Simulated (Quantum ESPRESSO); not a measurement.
# CdTe (F-43m) in Quantum ESPRESSO: a series of runs, part 3 of 5

Quantum ESPRESSO 7.5. The steps go on from the part before.

## (4) Phonons, LDA, target pressure 40 GPa, at which the enthalpy is minimised

The input, pw.in:

```
&CONTROL
  calculation = 'scf'
  prefix = 'pwscf'
  outdir = './tmp'
  pseudo_dir = './pseudo'
  tprnfor = .true.
  tstress = .true.
  disk_io = 'low'
/
&SYSTEM
  ibrav = 0
  nat = 2
  ntyp = 2
  ecutwfc = 45
  ecutrho = 360
  nbnd = 15
  occupations = 'smearing'
  smearing = 'fd'
  degauss = 0.00367493
/
&ELECTRONS
  conv_thr = 4d-10
  electron_maxstep = 120
  mixing_beta = 0.5
/
ATOMIC_SPECIES
Te   127.6000 te_lda_v1.uspp.F.UPF
Cd   112.4140 cd_lda_v1.uspp.F.UPF
CELL_PARAMETERS angstrom
   0.0000000000    3.2050000000    3.2050000000
   3.2050000000    0.0000000000    3.2050000000
   3.2050000000    3.2050000000    0.0000000000
ATOMIC_POSITIONS crystal
Te     0.7500000000    0.7500000000    0.7500000000
Cd     0.0000000000    0.0000000000    0.0000000000
K_POINTS automatic
6 6 6 1 1 1
```

The input, relax.in:

```
&CONTROL
  calculation = 'vc-relax'
  prefix = 'pwscf'
  outdir = './tmp'
  pseudo_dir = './pseudo'
  tprnfor = .true.
  tstress = .true.
  disk_io = 'low'
  nstep = 40
  forc_conv_thr = 0.0001
  etot_conv_thr = 1d-06
/
&SYSTEM
  ibrav = 0
  nat = 2
  ntyp = 2
  ecutwfc = 45
  ecutrho = 360
  nbnd = 15
  occupations = 'smearing'
  smearing = 'fd'
  degauss = 0.00367493
/
&ELECTRONS
  conv_thr = 4d-10
  electron_maxstep = 120
  mixing_beta = 0.5
/
&IONS
  ion_dynamics = 'bfgs'
/
&CELL
  cell_dynamics = 'bfgs'
  press = 400
  press_conv_thr = 0.2
/
ATOMIC_SPECIES
Te   127.6000 te_lda_v1.uspp.F.UPF
Cd   112.4140 cd_lda_v1.uspp.F.UPF
CELL_PARAMETERS angstrom
   0.0000000000    3.2050000000    3.2050000000
   3.2050000000    0.0000000000    3.2050000000
   3.2050000000    3.2050000000    0.0000000000
ATOMIC_POSITIONS crystal
Te     0.7500000000    0.7500000000    0.7500000000
Cd     0.0000000000    0.0000000000    0.0000000000
K_POINTS automatic
6 6 6 1 1 1
```

The input, gamma.in:

```
&CONTROL
  calculation = 'bands'
  prefix = 'pwscf'
  outdir = './tmp'
  pseudo_dir = './pseudo'
  disk_io = 'low'
  verbosity = 'high'
/
&SYSTEM
  ibrav = 0
  nat = 2
  ntyp = 2
  ecutwfc = 45
  ecutrho = 360
  nbnd = 15
  occupations = 'smearing'
  smearing = 'fd'
  degauss = 0.00367493
/
&ELECTRONS
  conv_thr = 1d-08
  electron_maxstep = 120
  mixing_beta = 0.5
  diago_full_acc = .true.
  startingwfc = 'random'
/
ATOMIC_SPECIES
Te   127.6000 te_lda_v1.uspp.F.UPF
Cd   112.4140 cd_lda_v1.uspp.F.UPF
CELL_PARAMETERS angstrom
   0.0000000000    2.8461148724    2.8461148724
   2.8461148724    0.0000000000    2.8461148724
   2.8461148724    2.8461148724    0.0000000000
ATOMIC_POSITIONS crystal
Te     0.7500000000    0.7500000000    0.7500000000
Cd     0.0000000000    0.0000000000    0.0000000000
K_POINTS crystal
1
0.0 0.0 0.0 1
```

The input, scf2.in:

```
&CONTROL
  calculation = 'scf'
  prefix = 'pwscf'
  outdir = './tmp'
  pseudo_dir = './pseudo'
  tprnfor = .true.
  tstress = .true.
  disk_io = 'low'
/
&SYSTEM
  ibrav = 0
  nat = 2
  ntyp = 2
  ecutwfc = 45
  ecutrho = 360
  nbnd = 15
  occupations = 'fixed'
/
&ELECTRONS
  conv_thr = 1d-13
  electron_maxstep = 120
  mixing_beta = 0.5
  startingpot = 'file'
/
ATOMIC_SPECIES
Te   127.6000 te_lda_v1.uspp.F.UPF
Cd   112.4140 cd_lda_v1.uspp.F.UPF
CELL_PARAMETERS angstrom
   0.0000000000    2.8461148724    2.8461148724
   2.8461148724    0.0000000000    2.8461148724
   2.8461148724    2.8461148724    0.0000000000
ATOMIC_POSITIONS crystal
Te     0.7500000000    0.7500000000    0.7500000000
Cd     0.0000000000    0.0000000000    0.0000000000
K_POINTS automatic
6 6 6 1 1 1
```

The input, ph.in:

```
phonons of CdTe
&INPUTPH
  prefix = 'pwscf'
  outdir = './tmp'
  tr2_ph = 1d-18
  fildyn = 'dyn'
  niter_ph = 90
  alpha_mix(1) = 0.7
  epsil = True
/
0.0000000000 0.0000000000 0.0000000000
```

The input, dynmat.in:

```
&INPUT
  fildyn = 'dyn'
  asr = 'crystal'
  lperm = .true.
  filout = 'dynmat.disp'
  fileig = 'dynmat.eig'
/
```

The input, dynmat_lo.in:

```
&INPUT
  fildyn = 'dyn'
  asr = 'crystal'
  filout = 'dynmat_lo.disp'
  fileig = 'dynmat_lo.eig'
  q(1) = 0
  q(2) = 0
  q(3) = 1
/
```

Potentials or basis: GBRV 1.5 LDA.

Run with:

```sh
> OMP_NUM_THREADS=1 mpirun -n 4 pw.x -nk 4 -in pw.in > pw.out
> OMP_NUM_THREADS=1 mpirun -n 4 pw.x -nk 4 -in relax.in > relax.out
> OMP_NUM_THREADS=1 mpirun -n 4 pw.x -in gamma.in > gamma.out
> OMP_NUM_THREADS=1 mpirun -n 4 pw.x -nk 4 -in scf2.in > scf2.out
> OMP_NUM_THREADS=1 mpirun -n 4 ph.x -nk 4 -in ph.in > ph.out
> OMP_NUM_THREADS=1 mpirun -n 1 dynmat.x -in dynmat.in > dynmat.out
> OMP_NUM_THREADS=1 mpirun -n 1 dynmat.x -in dynmat_lo.in > dynmat_lo.out
```

pw.out:

```text
This program is part of the open-source Quantum ESPRESSO suite
     for quantum simulation of materials; please cite
[... 6 lines left out ...]
     using ibrav=0 with symmetry is DISCOURAGED, use correct ibrav instead

     K-points division:     npool     =       4
     Subspace diagonalization in iterative solution of the eigenvalue problem:
     a serial algorithm will be used

     G-vector sticks info
     --------------------
     sticks:   dense  smooth     PW     G-vecs:    dense   smooth      PW
     Sum        1813     913    283                51253    18149    3119

     Using Slab Decomposition

     bravais-lattice index     =            0
     lattice parameter (alat)  =       8.5653  a.u.
     unit-cell volume          =     444.3352 (a.u.)^3
     number of atoms/cell      =            2
     number of atomic types    =            2
     number of electrons       =        18.00
     number of Kohn-Sham states=           15
     kinetic-energy cutoff     =      45.0000  Ry
     charge density cutoff     =     360.0000  Ry
     scf convergence threshold =      4.0E-10
     mixing beta               =       0.5000
     number of iterations used =            8  plain     mixing
     Exchange-correlation= SLA  PZ   NOGX NOGC
                           (   1   1   0   0   0   0   0)

     celldm(1)=   8.565287  celldm(2)=   0.000000  celldm(3)=   0.000000
     celldm(4)=   0.000000  celldm(5)=   0.000000  celldm(6)=   0.000000

     crystal axes: (cart. coord. in units of alat)
               a(1) = (   0.000000   0.707107   0.707107 )
               a(2) = (   0.707107   0.000000   0.707107 )
               a(3) = (   0.707107   0.707107   0.000000 )

     reciprocal axes: (cart. coord. in units 2 pi/alat)
               b(1) = ( -0.707107  0.707107  0.707107 )
               b(2) = (  0.707107 -0.707107  0.707107 )
               b(3) = (  0.707107  0.707107 -0.707107 )

     PseudoPot. # 1 for Te read from file:
     te_lda_v1.uspp.F.UPF
     Pseudo is Ultrasoft + core correction, Zval =  6.0
     Generated by new atomic code, or converted to UPF format
     Using radial grid of  891 points,  5 beta functions with:
                l(1) =   0
                l(2) =   0
                l(3) =   1
                l(4) =   1
                l(5) =   2
     Q(r) pseudized with  6 coefficients,  rinner =    1.800   1.800   1.800
                                                       1.800   1.800

     PseudoPot. # 2 for Cd read from file:
     cd_lda_v1.uspp.F.UPF
     Pseudo is Ultrasoft + core correction, Zval = 12.0
     Generated by new atomic code, or converted to UPF format
     Using radial grid of  889 points,  6 beta functions with:
                l(1) =   0
                l(2) =   0
                l(3) =   1
                l(4) =   1
                l(5) =   2
                l(6) =   2
     Q(r) pseudized with  6 coefficients,  rinner =    1.000   1.000   1.000
                                                       1.000   1.000

     atomic species   valence    mass     pseudopotential
     Te                6.00   127.60000     Te( 1.00)
     Cd               12.00   112.41400     Cd( 1.00)

     24 Sym. Ops. (no inversion) found

   Cartesian axes

     site n.     atom                  positions (alat units)
         1        Te     tau(   1) = (   1.0606602   1.0606602   1.0606602  )
         2        Cd     tau(   2) = (   0.0000000   0.0000000   0.0000000  )

     number of k points=    28  Fermi-Dirac smearing, width (Ry)=  0.0037
                       cart. coord. in units 2pi/alat
        k(    1) = (   0.0589256   0.0589256   0.0589256), wk =   0.0185185
        k(    2) = (   0.1767767   0.1767767  -0.0589256), wk =   0.0555556
        k(    3) = (   0.2946278   0.2946278  -0.1767767), wk =   0.0555556
        k(    4) = (  -0.2946278  -0.2946278   0.4124790), wk =   0.0555556
        k(    5) = (  -0.1767767  -0.1767767   0.2946278), wk =   0.0555556
        k(    6) = (  -0.0589256  -0.0589256   0.1767767), wk =   0.0555556
[... 20 lines left out ...]
        k(   27) = (   0.2946278   0.2946278   0.2946278), wk =   0.0185185
        k(   28) = (  -0.2946278  -0.2946278   0.8838835), wk =   0.0555556

     Dense  grid:    51253 G-vectors     FFT dimensions: (  54,  54,  54)

     Smooth grid:    18149 G-vectors     FFT dimensions: (  40,  40,  40)

     Initial potential from superposition of free atoms

     starting charge      17.4998, renormalised to      18.0000

     negative rho (up, down):  1.836E-02 0.000E+00
     Starting wfcs are   13 randomized atomic wfcs +    2 random wfcs

     Self-consistent Calculation

     iteration #  1     ecut=    45.00 Ry     beta= 0.50
     Davidson diagonalization with overlap
     ethr =  1.00E-02,  avg # of iterations =  6.2

     Threshold (ethr) on eigenvalues was too large:
     Diagonalizing with lowered threshold

     Davidson diagonalization with overlap
     ethr =  4.66E-04,  avg # of iterations =  2.0

     negative rho (up, down):  1.792E-02 0.000E+00
[... 58 lines left out ...]
     iteration #  8     ecut=    45.00 Ry     beta= 0.50
     Davidson diagonalization with overlap
     ethr =  3.53E-10,  avg # of iterations =  2.9

     negative rho (up, down):  1.864E-02 0.000E+00

     End of self-consistent calculation

          k = 0.0589 0.0589 0.0589 (  2238 PWs)   bands (ev):

    -6.2241  -3.1085  -3.1085  -3.0948  -2.8239  -2.8239   4.4456   5.1677
     5.1677   6.4701   9.6409   9.7943   9.7943  13.1206  14.2419

          k = 0.1768 0.1768-0.0589 (  2251 PWs)   bands (ev):

    -6.0857  -3.0861  -3.0749  -2.9840  -2.8303  -2.8166   2.9401   4.4789
     5.0005   7.3474   9.6995  10.0688  10.5367  13.2236  13.7518

          k = 0.2946 0.2946-0.1768 (  2263 PWs)   bands (ev):

    -5.8713  -3.0494  -3.0447  -2.8229  -2.8171  -2.6497   1.1995   4.0574
     4.5567   7.3386  10.2576  10.3951  11.5307  13.6901  13.9016

          k =-0.2946-0.2946 0.4125 (  2275 PWs)   bands (ev):
[... 16 lines left out ...]
    -6.0219  -3.0569  -3.0503  -2.9657  -2.8268  -2.8084   2.7159   4.3156
     4.3236   7.9857   8.6822  10.9456  11.1045  12.3705  14.9578

          k = 0.4125 0.1768-0.0589 (  2272 PWs)   bands (ev):

    -5.8468  -3.0246  -3.0110  -2.8820  -2.8026  -2.6557   1.5843   3.4513
     4.0230   8.3114   9.0737  10.6727  11.9115  13.4026  15.6660

          k =-0.1768-0.4125 0.5303 (  2262 PWs)   bands (ev):
[... 6 lines left out ...]
    -5.8002  -3.0231  -3.0153  -2.8477  -2.8147  -2.5334   1.2154   3.0281
     4.1832   8.4037   9.8731  10.4938  11.7408  13.4624  15.1082

          k = 0.0589-0.1768 0.2946 (  2262 PWs)   bands (ev):

    -5.9742  -3.0611  -3.0475  -2.8937  -2.8220  -2.7968   2.2228   3.9578
     4.6161   7.8917   9.3831  10.6386  10.8881  12.9320  14.5140

          k = 0.5303 0.0589 0.0589 (  2273 PWs)   bands (ev):
[... 6 lines left out ...]
    -5.6782  -2.9717  -2.9524  -2.8925  -2.7950  -2.2898   0.7728   2.8067
     3.2538   8.1157   8.7880  12.2058  13.1434  14.3518  16.1802

          k = 0.0589-0.4125 0.5303 (  2267 PWs)   bands (ev):

    -5.7037  -3.0001  -2.9781  -2.8522  -2.8148  -2.2946   0.8175   2.5228
     3.6612   8.4171  10.1113  11.2362  12.5050  13.0428  14.9067

          k = 0.1768-0.2946 0.4125 (  2269 PWs)   bands (ev):

    -5.7987  -3.0336  -3.0245  -2.8335  -2.8096  -2.4944   0.8581   3.5790
     4.2155   7.8133   9.8481  10.8274  11.8230  13.9323  14.8039

          k =-0.6482 0.0589 0.0589 (  2267 PWs)   bands (ev):

    -5.6776  -2.9571  -2.9340  -2.9204  -2.7846  -2.3340   0.7479   3.0933
     3.2858   7.6916   8.0223  13.3839  13.9587  14.4588  16.2246

          k =-0.5303 0.1768-0.0589 (  2268 PWs)   bands (ev):

    -5.7389  -2.9897  -2.9753  -2.8911  -2.7962  -2.4488   1.0758   3.0449
     3.5212   8.2423   8.9157  11.2370  12.9313  14.0267  16.3290

          k =-0.4125 0.0589 0.0589 (  2264 PWs)   bands (ev):

    -5.8741  -3.0114  -3.0039  -2.9193  -2.7976  -2.7239   1.8855   3.7505
     3.8443   8.0425   8.4818  11.4720  12.0681  12.9245  15.5080

          k = 0.1768 0.1768 0.1768 (  2256 PWs)   bands (ev):
[... 31 lines left out ...]
    -5.6787  -2.9816  -2.9684  -2.8620  -2.8128  -2.2471   0.7978   2.6208
     3.1391   8.9803   9.6901  10.9142  12.0342  14.3611  16.1712

          k =-0.7660 0.1768 0.1768 (  2276 PWs)   bands (ev):

    -5.6875  -2.9900  -2.9592  -2.8761  -2.8021  -2.2789   0.7798   2.5361
     3.5835   7.9631   9.6614  12.1694  12.5902  13.4574  15.1683

          k = 0.2946 0.2946 0.2946 (  2271 PWs)   bands (ev):
[... 6 lines left out ...]
    -5.7654  -3.0263  -3.0170  -2.8280  -2.8141  -2.4046   0.6874   3.3020
     4.1628   7.9077   9.8879  10.9413  12.2178  14.0320  14.7746

     the Fermi energy is     5.8376 ev

!    total energy              =    -141.11290498 Ry
     estimated scf accuracy    <          3.4E-10 Ry
     smearing contrib. (-TS)   =      -0.00000001 Ry
     internal energy E=F+TS    =    -141.11290497 Ry

     The total energy is F=E-TS. E is the sum of the following terms:
     one-electron contribution =     -45.25225969 Ry
     hartree contribution      =      35.21780934 Ry
     xc contribution           =     -53.41456180 Ry
     ewald contribution        =     -77.66389282 Ry

     convergence has been achieved in   8 iterations

     negative rho (up, down):  1.864E-02 0.000E+00

     Forces acting on atoms (cartesian axes, Ry/au):

     atom    1 type  1   force =     0.00000000   -0.00000000    0.00000000
     atom    2 type  2   force =    -0.00000000   -0.00000000    0.00000000

     Total force =     0.000000     Total SCF correction =     0.000000

     Computing stress (Cartesian axis) and pressure

     negative rho (up, down):  1.864E-02 0.000E+00
          total   stress  (Ry/bohr**3)                   (kbar)     P=        3.02
   0.00002051   0.00000000   0.00000000            3.02        0.00        0.00
   0.00000000   0.00002051   0.00000000            0.00        3.02        0.00
   0.00000000   0.00000000   0.00002051            0.00        0.00        3.02

=------------------------------------------------------------------------------=
   JOB DONE.
=------------------------------------------------------------------------------=
```

It took 3.1 min on 4 MPI ranks of Intel Xeon Platinum 8259CL at 2.50GHz (Skylake/Cascade Lake), shared host; peak memory 0.56 GiB.

Results:

```yaml
Free_energy: -1918.1314 eV
Relaxed_volume: 23.05 Å³/atom
Relaxed_cell: a = 4.025 Å, b = 4.025 Å, c = 4.025 Å, α = 60.00°, β = 60.00°, γ = 60.00°
Space_group_after_relaxing_to_0.05_Å: F-43m (No. 216)
Pressure_after_relaxing: 40.8 GPa
Electronic_dielectric_tensor_diagonal: 9.03
Born_charges_mean_of_the_diagonal: Te -1.44; Cd +1.43 e
Highest_phonon_frequency_at_Γ_LO-TO_splitting_left_out: 270 cm⁻¹
Static_dielectric_tensor_diagonal: 9.53
```

Step by step:
| step | energy change (eV) | largest force (eV/Å) | pressure (GPa) | volume (Å³) |
| --- | --- | --- | --- | --- |
| 1 | 0.0000 | 0.0000 | 0.30 | 65.84 |
| 2 | 0.5403 | 0.0000 | 16.52 | 53.40 |
| 3 | 3.0530 | 0.0000 | 63.33 | 42.04 |
| 4 | 1.5446 | 0.0000 | 36.01 | 47.02 |
| 5 | 1.7332 | 0.0000 | 39.48 | 46.22 |
| 6 | 1.7625 | 0.0000 | 40.02 | 46.11 |
| 7 | 1.7616 | 0.0000 | 40.00 | 46.11 |

Final structure:
```
CELL_PARAMETERS angstrom
0.00000 2.84611 2.84611
2.84611 0.00000 2.84611
2.84611 2.84611 0.00000
ATOMIC_POSITIONS crystal
Te 0.75000 0.75000 0.75000
Cd 0.00000 0.00000 0.00000
```

Levels at points of the mesh, in eV from the valence-band top:
```tsv
k point	band 5	band 6	band 7	band 8	band 9	band 10	band 11	band 12	band 13	band 14
(0.08, 0.08, 0.08)	-9.74	-9.74	-0.79	0.00	0.00	2.27	4.19	4.22	4.22	8.73
```

Phonon frequencies in cm⁻¹ (negative: imaginary):
| q point | frequencies |
| --- | --- |
| (0.000, 0.000, 0.000) | -6 -6 -6 270 270 270 |

Electronic dielectric tensor:
```
9.03 0.00 0.00
0.00 9.03 0.00
0.00 0.00 9.03
```

Born effective charge tensors (e):
atom 1, Te
```
-1.44  0.00  0.00
 0.00 -1.44  0.00
 0.00  0.00 -1.44
```
atom 2, Cd
```
1.43 0.00 0.00
0.00 1.43 0.00
0.00 0.00 1.43
```

Optical modes at Γ, degenerate ones joined, polar ones without the macroscopic field:
```
cm⁻¹  components  symmetry     active in  IR intensity, summed ((D/Å)²/amu)
 270           3        T2  IR and Raman                               2.39
```

Zone-centre frequencies without and with the macroscopic field along z (cm⁻¹):
```tsv
	optical modes in rising order
without	270 270 270
with the field	270 270 278
```

Static dielectric tensor, electrons and zone-centre modes:
```
9.53 0.00 0.00
0.00 9.53 0.00
0.00 0.00 9.53
```

Caveat: the volume moved by over 15 % at a fixed basis, so the end points are rough; the cell is more than 3 GPa from zero pressure, which shifts response properties. The run has no spin-orbit coupling, so splittings on Te are missing.

(Continued in part 4 of 5.)
